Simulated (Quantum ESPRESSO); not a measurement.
# LiF (Griceite) (Fm-3m) in Quantum ESPRESSO: a series of runs

Runs on LiF (Griceite). Level: r2SCAN. Tasks: single point, equation of state.

All numbers are computed with Quantum ESPRESSO 7.5; they aren't measurements. Logs are shortened: lines on timing, memory, paths and dates and some standing lists are left out, and cuts for length are marked.

## Step 1: Starting point

Symmetry: Fm-3m, No. 225, cubic system. Conventional cell: a = 4.028 Å, b = 4.028 Å, c = 4.028 Å, α = 90.00°, β = 90.00°, γ = 90.00°. F (site symmetry m-3m) is surrounded by 6 Li at 2.01 Å. Around Li (site symmetry m-3m) lie 6 F at 2.01 Å.

## Step 2: Single point, r2SCAN, 7.68 Å³/atom

The input, pw.in:

```
&CONTROL
  calculation = 'scf'
  prefix = 'pwscf'
  outdir = './tmp'
  pseudo_dir = './pseudo'
  tstress = .true.
  disk_io = 'nowf'
/
&SYSTEM
  ibrav = 0
  nat = 2
  ntyp = 2
  ecutwfc = 88
  nbnd = 10
  input_dft = 'r2scan'
  occupations = 'smearing'
  smearing = 'fd'
  degauss = 0.00367493
  nosym = .true.
  nr1 = 36
  nr2 = 36
  nr3 = 36
/
&ELECTRONS
  conv_thr = 1d-08
  electron_maxstep = 120
  mixing_beta = 0.5
/
ATOMIC_SPECIES
F     18.9984 F_ONCV_PBE-1.2.upf
Li     6.9400 Li_ONCV_PBE-1.2.upf
CELL_PARAMETERS angstrom
   0.0000000000    1.9728864230    1.9728864230
   1.9728864230    0.0000000000    1.9728864230
   1.9728864230    1.9728864230    0.0000000000
ATOMIC_POSITIONS crystal
F      0.5000000000    0.5000000000    0.5000000000
Li     0.0000000000    0.0000000000    0.0000000000
K_POINTS automatic
8 8 8 0 0 0
```

Potentials or basis: SG15 PBE 1.2.

Command:

```bash
$ OMP_NUM_THREADS=1 mpirun -n 2 pw.x -nk 2 -in pw.in > pw.out
```

pw.out:

```text
This program is part of the open-source Quantum ESPRESSO suite
     for quantum simulation of materials; please cite
         "P. Giannozzi et al., J. Phys.:Condens. Matter 21 395502 (2009);
         "P. Giannozzi et al., J. Phys.:Condens. Matter 29 465901 (2017);
         "P. Giannozzi et al., J. Chem. Phys. 152 154105 (2020);
     in publications or presentations arising from this work. More details at

     IMPORTANT: XC functional enforced from input :
     Exchange-correlation= R2SCAN
                           (   0   0   0   0   0 497 498)
     Any further DFT definition will be discarded
     Please, verify this is what you really want

     K-points division:     npool     =       2
     Subspace diagonalization in iterative solution of the eigenvalue problem:
     a serial algorithm will be used

     G-vector sticks info
     --------------------
     sticks:   dense  smooth     PW     G-vecs:    dense   smooth      PW
     Sum         673     673    211                11575    11575    2085

     Using Slab Decomposition

     bravais-lattice index     =            0
     lattice parameter (alat)  =       5.2725  a.u.
     unit-cell volume          =     103.6413 (a.u.)^3
     number of atoms/cell      =            2
     number of atomic types    =            2
     number of electrons       =        10.00
     number of Kohn-Sham states=           10
     kinetic-energy cutoff     =      88.0000  Ry
     charge density cutoff     =     352.0000  Ry
     scf convergence threshold =      1.0E-08
     mixing beta               =       0.5000
     number of iterations used =            8  plain     mixing
     Exchange-correlation= R2SCAN
                           (   0   0   0   0   0 497 498)

     celldm(1)=   5.272492  celldm(2)=   0.000000  celldm(3)=   0.000000
     celldm(4)=   0.000000  celldm(5)=   0.000000  celldm(6)=   0.000000

     crystal axes: (cart. coord. in units of alat)
               a(1) = (   0.000000   0.707107   0.707107 )
               a(2) = (   0.707107   0.000000   0.707107 )
               a(3) = (   0.707107   0.707107   0.000000 )

     reciprocal axes: (cart. coord. in units 2 pi/alat)
               b(1) = ( -0.707107  0.707107  0.707107 )
               b(2) = (  0.707107 -0.707107  0.707107 )
               b(3) = (  0.707107  0.707107 -0.707107 )

     PseudoPot. # 1 for F  read from file:
     F_ONCV_PBE-1.2.upf
     Pseudo is Norm-conserving, Zval =  7.0
     Generated using ONCVPSP code by D. R. Hamann
     Using radial grid of  602 points,  4 beta functions with:
                l(1) =   0
                l(2) =   0
                l(3) =   1
                l(4) =   1

     PseudoPot. # 2 for Li read from file:
     Li_ONCV_PBE-1.2.upf
     Pseudo is Norm-conserving, Zval =  3.0
     Generated using ONCVPSP code by D. R. Hamann
     Using radial grid of  602 points,  4 beta functions with:
                l(1) =   0
                l(2) =   0
                l(3) =   1
                l(4) =   1

     atomic species   valence    mass     pseudopotential
     F                 7.00    18.99840     F ( 1.00)
     Li                3.00     6.94000     Li( 1.00)

     No symmetry found

   Cartesian axes

     site n.     atom                  positions (alat units)
         1        F      tau(   1) = (   0.7071068   0.7071068   0.7071068  )
         2        Li     tau(   2) = (   0.0000000   0.0000000   0.0000000  )

     number of k points=   260  Fermi-Dirac smearing, width (Ry)=  0.0037

     Number of k-points >= 100: set verbosity='high' to print them.

     Dense  grid:    11575 G-vectors     FFT dimensions: (  36,  36,  36)

     WARNING: libxc functional with ID  497 depends
      on external parameters: check the user_guide of
      QE if you need to modify them or to check their
      default values.

     WARNING: libxc functional with ID  498 depends
      on external parameters: check the user_guide of
      QE if you need to modify them or to check their
      default values.

     Initial potential from superposition of free atoms

     starting charge       9.8869, renormalised to      10.0000
     Starting wfcs are random

     Self-consistent Calculation

     iteration #  1     ecut=    88.00 Ry     beta= 0.50
     Davidson diagonalization with overlap
     ethr =  1.00E-02,  avg # of iterations =  6.5

     total energy              =     -62.33005347 Ry
     estimated scf accuracy    <      33.85999283 Ry

     iteration #  2     ecut=    88.00 Ry     beta= 0.50
     Davidson diagonalization with overlap
     ethr =  1.00E-02,  avg # of iterations =  1.0

     total energy              =     -62.37671939 Ry
     estimated scf accuracy    <       8.13568596 Ry

     iteration #  3     ecut=    88.00 Ry     beta= 0.50
     Davidson diagonalization with overlap
     ethr =  1.00E-02,  avg # of iterations =  1.0

     total energy              =     -62.37815660 Ry
     estimated scf accuracy    <       0.00817926 Ry

     iteration #  4     ecut=    88.00 Ry     beta= 0.50
     Davidson diagonalization with overlap
     ethr =  8.18E-05,  avg # of iterations =  2.0

     total energy              =     -62.37821063 Ry
     estimated scf accuracy    <       0.00121287 Ry

     iteration #  5     ecut=    88.00 Ry     beta= 0.50
     Davidson diagonalization with overlap
     ethr =  1.21E-05,  avg # of iterations =  1.5

     total energy              =     -62.37821015 Ry
     estimated scf accuracy    <       0.00026199 Ry

     iteration #  6     ecut=    88.00 Ry     beta= 0.50
     Davidson diagonalization with overlap
     ethr =  2.62E-06,  avg # of iterations =  1.4

     total energy              =     -62.37821383 Ry
     estimated scf accuracy    <       0.00000271 Ry

     iteration #  7     ecut=    88.00 Ry     beta= 0.50
     Davidson diagonalization with overlap
     ethr =  2.71E-08,  avg # of iterations =  1.0

     total energy              =     -62.37821389 Ry
     estimated scf accuracy    <       0.00000033 Ry

     iteration #  8     ecut=    88.00 Ry     beta= 0.50
     Davidson diagonalization with overlap
     ethr =  3.34E-09,  avg # of iterations =  1.0

     total energy              =     -62.37821392 Ry
     estimated scf accuracy    <       0.00000006 Ry

     iteration #  9     ecut=    88.00 Ry     beta= 0.50
     Davidson diagonalization with overlap
     ethr =  6.09E-10,  avg # of iterations =  1.0

     End of self-consistent calculation

     Number of k-points >= 100: set verbosity='high' to print the bands.

     the Fermi energy is     6.3039 ev

!    total energy              =     -62.37821392 Ry
     estimated scf accuracy    <          1.1E-09 Ry
     smearing contrib. (-TS)   =       0.00000000 Ry
     internal energy E=F+TS    =     -62.37821392 Ry

     The total energy is F=E-TS. E is the sum of the following terms:
     one-electron contribution =     -23.73742435 Ry
     hartree contribution      =      16.01762622 Ry
     xc contribution           =     -12.85680560 Ry
     ewald contribution        =     -41.80161019 Ry

     convergence has been achieved in   9 iterations

     Computing stress (Cartesian axis) and pressure

          total   stress  (Ry/bohr**3)                   (kbar)     P=       29.27
   0.00019899  -0.00000000   0.00000000           29.27       -0.00        0.00
  -0.00000000   0.00019899  -0.00000000           -0.00       29.27       -0.00
   0.00000000  -0.00000000   0.00019899            0.00       -0.00       29.27

=------------------------------------------------------------------------------=
   JOB DONE.
=------------------------------------------------------------------------------=
```

Wall time 47 s (2 MPI ranks of Intel Xeon 6975P-C (Granite Rapids), shared host); peak memory 0.18 GiB.

What came out:

```
Free energy            : -848.6988 eV
Pressure               : 2.9 GPa
Band gap on the k mesh : 10.70 eV, direct
```

Caveat: the potentials were made for another functional, which shifts forces and pressure.

## Step 3: Single point, r2SCAN, 7.84 Å³/atom

pw.in: that of step 2 with these lines changed.

```diff
@@ -32,5 +32,5 @@
 CELL_PARAMETERS angstrom
-   0.0000000000    1.9728864230    1.9728864230
-   1.9728864230    0.0000000000    1.9728864230
-   1.9728864230    1.9728864230    0.0000000000
+   0.0000000000    1.9867804471    1.9867804471
+   1.9867804471    0.0000000000    1.9867804471
+   1.9867804471    1.9867804471    0.0000000000
 ATOMIC_POSITIONS crystal
```

Potentials or basis: SG15 PBE 1.2.

Command:

```bash
$ OMP_NUM_THREADS=1 mpirun -n 2 pw.x -nk 2 -in pw.in > pw.out
```

It took 47 s on 2 MPI ranks of Intel Xeon 6975P-C (Granite Rapids), shared host; peak memory 0.18 GiB.

It converged, with:

```
Free energy            : -848.7031 eV
Pressure               : 1.1 GPa
Band gap on the k mesh : 10.49 eV, direct
```

Caveat: the potentials were made for another functional, which shifts forces and pressure.

## Step 4: Single point, r2SCAN, 8.01 Å³/atom

pw.in: that of step 3 with these lines changed.

```diff
@@ -32,5 +32,5 @@
 CELL_PARAMETERS angstrom
-   0.0000000000    1.9867804471    1.9867804471
-   1.9867804471    0.0000000000    1.9867804471
-   1.9867804471    1.9867804471    0.0000000000
+   0.0000000000    2.0004828142    2.0004828142
+   2.0004828142    0.0000000000    2.0004828142
+   2.0004828142    2.0004828142    0.0000000000
 ATOMIC_POSITIONS crystal
```

Command:

```bash
$ OMP_NUM_THREADS=1 mpirun -n 2 pw.x -nk 2 -in pw.in > pw.out
```

Wall time 48 s (2 MPI ranks of Intel Xeon 6975P-C (Granite Rapids), shared host); peak memory 0.18 GiB.

Results (log left out):

```yaml
Free_energy: -848.7038 eV
Pressure: -0.5 GPa
Band_gap_on_the_k_mesh: 10.29 eV, direct
```

Caveat: the potentials were made for another functional, which shifts forces and pressure.

## Step 5: Single point, r2SCAN, 8.17 Å³/atom

pw.in: that of step 4 with these lines changed.

```diff
@@ -32,5 +32,5 @@
 CELL_PARAMETERS angstrom
-   0.0000000000    2.0004828142    2.0004828142
-   2.0004828142    0.0000000000    2.0004828142
-   2.0004828142    2.0004828142    0.0000000000
+   0.0000000000    2.0140000000    2.0140000000
+   2.0140000000    0.0000000000    2.0140000000
+   2.0140000000    2.0140000000    0.0000000000
 ATOMIC_POSITIONS crystal
```

Command:

```bash
$ OMP_NUM_THREADS=1 mpirun -n 2 pw.x -nk 2 -in pw.in > pw.out
```

Wall time 52 s (2 MPI ranks of Intel Xeon 6975P-C (Granite Rapids), shared host); peak memory 0.18 GiB.

It converged, with:

```yaml
Free_energy: -848.7014 eV
Pressure: -2.0 GPa
Band_gap_on_the_k_mesh: 10.10 eV, direct
```

Caveat: the potentials were made for another functional, which shifts forces and pressure.

## Step 6: Single point, r2SCAN, 8.33 Å³/atom

pw.in: that of step 5 with these lines changed.

```diff
@@ -32,5 +32,5 @@
 CELL_PARAMETERS angstrom
-   0.0000000000    2.0140000000    2.0140000000
-   2.0140000000    0.0000000000    2.0140000000
-   2.0140000000    2.0140000000    0.0000000000
+   0.0000000000    2.0273381371    2.0273381371
+   2.0273381371    0.0000000000    2.0273381371
+   2.0273381371    2.0273381371    0.0000000000
 ATOMIC_POSITIONS crystal
```

Potentials or basis: SG15 PBE 1.2.

Command:

```bash
$ OMP_NUM_THREADS=1 mpirun -n 2 pw.x -nk 2 -in pw.in > pw.out
```

Run time: 55 s. Hardware: 2 MPI ranks of Intel Xeon 6975P-C (Granite Rapids), shared host; peak memory 0.2 GiB.

Results (log left out):

```
Free energy            : -848.6962 eV
Pressure               : -3.3 GPa
Band gap on the k mesh : 9.92 eV, direct
```

Caveat: the potentials were made for another functional, which shifts forces and pressure.

## Step 7: Single point, r2SCAN, 8.50 Å³/atom

pw.in: that of step 6 with these lines changed.

```diff
@@ -32,5 +32,5 @@
 CELL_PARAMETERS angstrom
-   0.0000000000    2.0273381371    2.0273381371
-   2.0273381371    0.0000000000    2.0273381371
-   2.0273381371    2.0273381371    0.0000000000
+   0.0000000000    2.0405030393    2.0405030393
+   2.0405030393    0.0000000000    2.0405030393
+   2.0405030393    2.0405030393    0.0000000000
 ATOMIC_POSITIONS crystal
```

Command:

```bash
$ OMP_NUM_THREADS=1 mpirun -n 2 pw.x -nk 2 -in pw.in > pw.out
```

It took 52 s on 2 MPI ranks of Intel Xeon 6975P-C (Granite Rapids), shared host; peak memory 0.18 GiB.

It converged, with:

- Free energy: -848.6884 eV
- Pressure: -4.5 GPa
- Band gap on the k mesh: 9.75 eV, direct

Caveat: the potentials were made for another functional, which shifts forces and pressure.

## Step 8: Single point, r2SCAN, 8.66 Å³/atom

pw.in: that of step 7 with these lines changed.

```diff
@@ -32,5 +32,5 @@
 CELL_PARAMETERS angstrom
-   0.0000000000    2.0405030393    2.0405030393
-   2.0405030393    0.0000000000    2.0405030393
-   2.0405030393    2.0405030393    0.0000000000
+   0.0000000000    2.0535002244    2.0535002244
+   2.0535002244    0.0000000000    2.0535002244
+   2.0535002244    2.0535002244    0.0000000000
 ATOMIC_POSITIONS crystal
```

Command:

```bash
$ OMP_NUM_THREADS=1 mpirun -n 2 pw.x -nk 2 -in pw.in > pw.out
```

Wall time 59 s (2 MPI ranks of Intel Xeon 6975P-C (Granite Rapids), shared host); peak memory 0.2 GiB.

It converged, with:

| Item | Value |
| --- | --- |
| Free energy | -848.6783 eV |
| Pressure | -5.5 GPa |
| Band gap on the k mesh | 9.58 eV, direct |

Caveat: the potentials were made for another functional, which shifts forces and pressure.

## Step 9: Equation of state, r2SCAN

Potentials or basis: SG15 PBE 1.2.

No new run: the results of the series are fitted here.

Results:

| Property | Result |
| --- | --- |
| Equilibrium volume | 7.96 Å³/atom |
| Bulk modulus | 77 GPa |
| Pressure derivative of the bulk modulus | 4.3 |

Energy against volume, from the lowest point:
| volume (Å³/atom) | energy (meV/atom) |
| --- | --- |
| 7.679 | 2.49 |
| 7.842 | 0.37 |
| 8.006 | 0.00 |
| 8.169 | 1.21 |
| 8.333 | 3.83 |
| 8.496 | 7.72 |
| 8.659 | 12.75 |

Caveat: the potentials were made for another functional, which shifts forces and pressure.
